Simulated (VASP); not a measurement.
# BN in VASP: further runs

One slab, BN, is run at these levels: LDA, PBE; tasks: relaxation of cell and atoms.

Program: VASP 6.6.1. These are calculated values, not measurements. Logs are shortened: lines on timing, memory, paths and dates and some standing lists are left out, and cuts for length are marked.

## 1. Starting point

The cell holds a slab with vacuum, 4 atoms: a = 2.498 Å, b = 2.498 Å, c = 21.318 Å, α = 90.00°, β = 90.00°, γ = 120.00°.

## 2. Relaxation of cell and atoms, LDA

The input, INCAR:

```
ALGO = Normal ; EDIFF = 1E-6
EDIFFG = -0.01 ; ENCUT = 600
IBRION = 2 ; ISIF = 3
ISMEAR = 0 ; KPAR = 2
LASPH = T ; LATTICE_CONSTRAINTS = .TRUE. .TRUE. .FALSE.
LCHARG = F ; LREAL = F
LWAVE = F ; NELM = 80
NSW = 90 ; PREC = Accurate
SIGMA = 0.03
```

The input, KPOINTS:

```
k-points
0
Gamma
  15 15 1
```

The input, POSCAR:

```
BN
1.0
    2.4982400000      0.0000000000      0.0000000000
   -1.2491200000      2.1635393000      0.0000000000
    0.0000000000      0.0000000000     21.3178500000
B N
2 2
Direct
    0.6666666700      0.3333333300      0.4221814100
    0.3333333300      0.6666666700      0.5778185900
    0.3333333300      0.6666666700      0.4221814100
    0.6666666700      0.3333333300      0.5778185900
```

Potentials or basis: VASP PAW LDA potentials, release 64 (B, N).

Run with:

```bash
> cat potpaw_LDA.64/B/POTCAR potpaw_LDA.64/N/POTCAR > POTCAR
> mpirun -np 2 vasp_std > vasp.out
```

OUTCAR:

```text
EDIFF = 1E-6
   EDIFFG = -0.01
   ENCUT = 600
   IBRION = 2
   ISIF = 3
   ISMEAR = 0
   LASPH = T
   LREAL = F
   NELM = 80
   NSW = 90
   PREC = Accurate

 ion  position               nearest neighbor table
   1  0.667  0.333  0.422-   3 1.44   3 1.44   3 1.44
   2  0.333  0.667  0.578-   4 1.44   4 1.44   4 1.44
   3  0.333  0.667  0.422-   1 1.44   1 1.44   1 1.44
   4  0.667  0.333  0.578-   2 1.44   2 1.44   2 1.44

  LATTYP: Found a hexagonal cell.
 ALAT       =     2.4982400000
 C/A-ratio  =     8.5331473357

  Lattice vectors:

 A1 = (   2.4982400000,   0.0000000000,   0.0000000000)
 A2 = (  -1.2491200000,   2.1635393000,   0.0000000000)
 A3 = (   0.0000000000,   0.0000000000,  21.3178500000)

Analysis of symmetry for initial positions (statically):
=====================================================================
 Subroutine PRICEL returns:
 Original cell was already a primitive cell.

 Routine SETGRP: Setting up the symmetry group for a
 hexagonal supercell.

 Subroutine GETGRP returns: Found 12 space group operations
 (whereof 12 operations were pure point group operations)
 out of a pool of 24 trial point group operations.

The static configuration has the point symmetry D_3d.

Analysis of symmetry for dynamics (positions and initial velocities):
=====================================================================
 Subroutine PRICEL returns:
 Original cell was already a primitive cell.

 Routine SETGRP: Setting up the symmetry group for a
 hexagonal supercell.

 Subroutine GETGRP returns: Found 12 space group operations
 (whereof 12 operations were pure point group operations)
 out of a pool of 24 trial point group operations.

The dynamic configuration has the point symmetry D_3d.

 Subroutine INISYM returns: Found 12 space group operations
 (whereof 12 operations are pure point group operations),
 and found     1 'primitive' translations

----------------------------------------------------------------------------------------

                                     Primitive cell

  volume of cell :     115.2238

  direct lattice vectors                    reciprocal lattice vectors
     2.498240000  0.000000000  0.000000000     0.400281798  0.231102805  0.000000000
    -1.249120000  2.163539300  0.000000000     0.000000000  0.462205609  0.000000000
     0.000000000  0.000000000 21.317850000     0.000000000  0.000000000  0.046909046

  length of vectors
     2.498240000  2.498239996 21.317850000     0.462205608  0.462205609  0.046909046

  position of ions in fractional coordinates (direct lattice)
     0.666666670  0.333333330  0.422181410
     0.333333330  0.666666670  0.577818590
     0.333333330  0.666666670  0.422181410
     0.666666670  0.333333330  0.577818590

  ion indices of the primitive-cell ions
   primitive index   ion index
                 1           1
                 2           2
                 3           3
                 4           4

----------------------------------------------------------------------------------------

 KPOINTS: k-points

Automatic generation of k-mesh.
 Grid dimensions read from file:
 generate k-points for:   15   15    1

 Generating k-lattice:

  Cartesian coordinates                     Fractional coordinates (reciprocal lattice)
     0.026685453  0.015406854  0.000000000     0.066666667  0.000000000  0.000000000
     0.000000000  0.030813707  0.000000000     0.000000000  0.066666667  0.000000000
     0.000000000  0.000000000  0.046909046     0.000000000  0.000000000  1.000000000

  Length of vectors
     0.030813707  0.030813707  0.046909046

  Shift w.r.t. Gamma in fractional coordinates (k-lattice)
     0.000000000  0.000000000  0.000000000

 Subroutine IBZKPT returns following result:
 ===========================================

 Found     27 irreducible k-points:

 Following reciprocal coordinates:
            Coordinates               Weight
  0.000000  0.000000  0.000000      1.000000
  0.066667 -0.000000  0.000000      6.000000
  0.133333 -0.000000  0.000000      6.000000
  0.200000 -0.000000  0.000000      6.000000
  0.266667 -0.000000  0.000000      6.000000
  0.333333 -0.000000  0.000000      6.000000
[... 16 lines left out ...]
  0.333333  0.200000  0.000000     12.000000
  0.400000  0.200000  0.000000      6.000000
 [... further k-points ...]
   k-points           NKPTS =     27   k-points in BZ     NKDIM =     27   number of bands    NBANDS=     12
   number of dos      NEDOS =    301   number of ions     NIONS =      4
   total plane-waves  NPLWV =  72000
   dimension x,y,z NGX =    20 NGY =   20 NGZ =  180
   dimension x,y,z NGXF=    40 NGYF=   40 NGZF=  360
   ions per type =               2   2
   NGX,Y,Z   is equivalent  to a cutoff of  13.31, 13.31, 14.04 a.u.
   NGXF,Y,Z  is equivalent  to a cutoff of  26.62, 26.62, 28.07 a.u.
 SYSTEM =  unknown system
   PREC   = accura    normal or accurate (medium, high low for compatibility)
   ISTART =      0    job   : 0-new  1-cont  2-samecut
   ICHARG =      2    charge: 1-file 2-atom 10-const
   ISPIN  =      1    spin polarized calculation?
   LNONCOLLINEAR =      F non collinear calculations
   LSORBIT =      F    spin-orbit coupling
   LASPH  =      T    aspherical Exc in radial PAW
   ENCUT  =  600.0 eV  44.10 Ry    6.64 a.u.   4.99  4.99 42.58*2*pi/ulx,y,z
   NELM   =     80;   NELMIN=  2; NELMDL= -5     # of ELM steps
   EDIFF  = 0.1E-05   stopping-criterion for ELM
   LREAL  =      F    real-space projection
   EDIFFG = -.1E-01   stopping-criterion for IOM
   NSW    =     90    number of steps for IOM
   IBRION =      2    ionic relax: 0-MD 1-quasi-New 2-CG
   NFREE  =      1    steps in history (QN), initial steepest desc. (CG)
   ISIF   =      3    stress and relaxation
   ISYM   =      2    0-nonsym 1-usesym 2-fastsym
   POTIM  = 0.5000    time-step for ionic-motion
   TEBEG  =    0.0;   TEEND  =   0.0 temperature during run
   PSTRESS=    0.0 pullay stress
   NELECT =      16.0000    total number of electrons
   NUPDOWN=      -1.0000    fix difference up-down
   EMIN   =  10.00;   EMAX   =-10.00  energy-range for DOS
   EFERMI =   0.00;   METHOD = LEGACY
   ISMEAR =     0;   SIGMA  =   0.03  broadening in eV -4-tet -1-fermi 0-gaus
   EFERMI_NEDOS =   21; number of points for ismear=-14 and -15
   IALGO  =     38    algorithm
   IMIX   =      4    mixing-type and parameters
     AMIX     =   0.40;   BMIX     =  1.00
     AMIX_MAG =   1.60;   BMIX_MAG =  1.00
  volume/ion in A,a.u.               =      28.81       194.39
  Fermi-wavevector in a.u.,A,eV,Ry     =   0.847749  1.602014  9.778217  0.718679
  Thomas-Fermi vector in A             =   1.963304
   LORBIT       =      0    0 simple, 1 ext, 2 COOP (PROOUT), +10 PAW based schemes
   GGA     = CA    functional components
   LHFCALC =     F    Hartree Fock is set to
   AEXX    =    0.0000 exact exchange contribution
   IVDW    =     0    specifies the selected vdW correction
   LEPSILON=     F    determine dielectric tensor
   LRPA    =     F    only Hartree local field effects (RPA)
 conjugate gradient relaxation of ions
 non-spin polarized calculation
 Gauss-broadening in eV      SIGMA  =   0.03
  energy-cutoff  :      600.00
  volume of cell :      115.22
 maximum number of plane-waves:      3909
 NGX is ok and might be reduce to    20
   NGX =  9   NGY =  9   NGZ = 85

--------------------------------------- Ionic step        1  -------------------------------------------

 number of electron      16.0000000 magnetization

 Free energy of the ion-electron system (eV)
  ---------------------------------------------------
  ext. energy  EPLUGINS =         0.00000000
  ---------------------------------------------------
  free energy    TOTEN  =       -38.52810166 eV

  energy without entropy =      -38.52810166  energy(sigma->0) =      -38.52810166

------------------------ aborting loop because EDIFF is reached ----------------------------------------

  FORCE on cell =-STRESS in cart. coord.  units (eV):
  Direction    XX          YY          ZZ          XY          YZ          ZX
  --------------------------------------------------------------------------------------
  -------------------------------------------------------------------------------------
  Total       -0.8700692     -0.8700692     -0.1137272      0.0000000      0.0000000     -0.0000000
  in kB      -12.0982359    -12.0982358     -1.5813667      0.0000000      0.0000000     -0.0000000
  external PRESSURE =      -8.5926128 kB  Pullay stress =       0.0000000 kB
[... 95 lines left out ...]
  FREE ENERGIE OF THE ION-ELECTRON SYSTEM (eV)
  ---------------------------------------------------
  free  energy   TOTEN  =       -38.5312529009 eV

  energy  without entropy=      -38.5312529009  energy(sigma->0) =      -38.53125290

[... ionic steps 4 to 18 ...]

--------------------------------------- Ionic step       19  -------------------------------------------

 number of electron      16.0000001 magnetization

------------------------ aborting loop because EDIFF is reached ----------------------------------------
[... 71 lines left out ...]
--------------------------------------- Ionic step       21  -------------------------------------------

 number of electron      16.0000001 magnetization

 Free energy of the ion-electron system (eV)
  ---------------------------------------------------
  ext. energy  EPLUGINS =         0.00000000
  ---------------------------------------------------
  free energy    TOTEN  =       -38.53192647 eV

  energy without entropy =      -38.53192647  energy(sigma->0) =      -38.53192647

 E-fermi :  -3.3801     XC(G=0):  -3.6663

 val. band max:       -3.5470820550   @ k =   0.3333   0.3333   0.0000
 cond. band min:       0.8191944784   @ k =   0.4667   0.0667   0.0000
 fundamental gap:      4.3662765334
 Fermi energy:        -3.3801244355

 k-point     1 :       0.0000    0.0000    0.0000
  band No.  band energies     occupation
      1     -21.1586      2.00000
      2     -20.9740      2.00000
      3      -9.5098      2.00000
      4      -8.3038      2.00000
      5      -4.8487      2.00000
      6      -4.8487      2.00000
      7      -4.8260      2.00000
      8      -4.8260      2.00000
      9       1.3586      0.00000
     10       2.0090      0.00000
     11       2.7330      0.00000
     12       3.6939      0.00000
[... 331 lines left out ...]
 k-point    24 :       0.4000    0.2000    0.0000
  band No.  band energies     occupation
      1     -17.5679      2.00000
      2     -17.5342      2.00000
      3     -12.0384      2.00000
      4     -11.9857      2.00000
      5      -9.4693      2.00000
      6      -9.4250      2.00000
      7      -4.1827      2.00000
      8      -3.7332      2.00000
      9       1.0044      0.00000
     10       1.4817      0.00000
     11       8.5557      0.00000
     12       8.5875      0.00000

 [... further k-points ...]

------------------------ aborting loop because EDIFF is reached ----------------------------------------

  FORCE on cell =-STRESS in cart. coord.  units (eV):
  Direction    XX          YY          ZZ          XY          YZ          ZX
  --------------------------------------------------------------------------------------
  -------------------------------------------------------------------------------------
  Total       -0.0340815     -0.0340815     -0.0539420      0.0000000     -0.0000000      0.0000000
  in kB       -0.4771191     -0.4771191     -0.7551545      0.0000000     -0.0000000      0.0000000
  external PRESSURE =      -0.5697976 kB  Pullay stress =       0.0000000 kB
[... 19 lines left out ...]
  FREE ENERGIE OF THE ION-ELECTRON SYSTEM (eV)
  ---------------------------------------------------
  free  energy   TOTEN  =       -38.5319264705 eV

  energy  without entropy=      -38.5319264705  energy(sigma->0) =      -38.53192647

 reached required accuracy - stopping structural energy minimisation
```

Wall time 2 min (2 MPI ranks of Intel Xeon 6975P-C (Granite Rapids), shared host); peak memory 0.21 GiB.

Results:

| Item | Value |
| --- | --- |
| Free energy | -38.5319 eV |
| Relaxed volume | 28.61 Å³/atom |
| Relaxed cell | a = 2.490 Å, b = 2.490 Å, c = 21.318 Å, α = 90.00°, β = 90.00°, γ = 120.00° |
| Space group after relaxing (to 0.05 Å) | P-3m1 (No. 164) |
| Energy gained by relaxing | 1.0 meV/atom |
| Ionic steps | 21 |
| Largest force after relaxing | 0.006 eV/Å |
| Band gap on the k mesh | 4.37 eV, indirect (least direct gap 4.66 eV) |

Forces on the atoms (eV/Å):
```
B    0.000  0.000  0.006
B    0.000  0.000 -0.006
N    0.000  0.000 -0.005
N    0.000  0.000  0.005
```

Step by step:
```csv
step,energy change (eV),largest force (eV/Å),pressure (GPa),volume (Å³)
1,0.0000,0.0425,-0.86,115.22
2,0.0091,0.0241,1.62,112.82
3,-0.0032,0.0255,-0.05,114.41
4,-0.0032,0.0252,-0.04,114.39
5,-0.0032,0.0131,-0.04,114.40
6,-0.0032,0.0143,-0.04,114.40
7,-0.0032,0.0135,-0.07,114.43
8,-0.0032,0.0127,-0.12,114.47
9,-0.0032,0.0131,-0.12,114.47
10,-0.0032,0.0121,-0.11,114.47
11,-0.0033,0.0092,-0.11,114.47
12,-0.0033,0.0093,-0.10,114.46
13,-0.0034,0.0161,-0.08,114.44
14,-0.0035,0.0290,-0.04,114.40
15,-0.0036,0.0547,0.05,114.33
16,-0.0036,0.0426,0.01,114.37
17,-0.0036,0.0399,0.00,114.37
18,-0.0037,0.0329,-0.01,114.39
19,-0.0038,0.0183,-0.04,114.42
20,-0.0038,0.0111,-0.09,114.48
21,-0.0038,0.0059,-0.06,114.45
```

Final structure:
```
B N
1.0
     2.48980    0.00000    0.00000
    -1.24490    2.15623    0.00000
     0.00000    0.00000   21.31785
B N
2 2
Cartesian
  1.2449 0.7187 9.0357
  0.0000 1.4375 12.2822
  0.0000 1.4375 9.0337
  1.2449 0.7187 12.2842
```

LDA usually gives volumes a few per cent too small. Zero-point motion and thermal expansion aren't in these numbers.

[end of part 1 of 2]
